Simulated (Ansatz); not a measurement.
# TiAl2: strain energy, fitted

TiAl2, Cmmm, a = 3.913 Å, b = 12.068 Å, c = 3.993 Å. The structure is a COD entry; whether it is the stable form wasn't checked. Ansatz: r2SCAN, PAW, 500 eV, Γ-centred 10×4×10 mesh on 12 atoms, Gaussian smearing 0.10 eV; no spin polarisation. Series: uniaxial strain along a, with b, c and atoms relaxed; x is the strain in per cent. y is the free energy over the unstrained cell, V0 = 15.714 Å³/atom.

```tsv
x (%)	y (meV/atom)
-6.0	?
-4.0	14.45
-2.0	3.58
0.0	0.00
2.0	3.60
4.0	14.09
6.0	31.06
```

Fit y = c2 x² + c3 x³ to the other rows, turn c2 into a modulus, and predict the missing energy.

Least squares on the rows shown. y = 0.88878 x² − 0.0040940 x³. In eV per unit strain² c2 is 8.888; this is Young's modulus along the axis (E = ½ Y V0 ε²): 2 × 8.888 × 160.2 / (15.714) = 181 GPa. At x = -6.0 the fit asked for gives 32.88 meV/atom. The run gave 32.51 meV/atom, so the fit is 0.37 meV/atom too high, 1.1 % of the span of the series, against an rms of 0.07 meV/atom on the fitted rows. The row lies outside the fitted range. With a term in x⁴ added, a fit to the same known rows predicts 32.26 meV/atom, a smaller miss on the other side.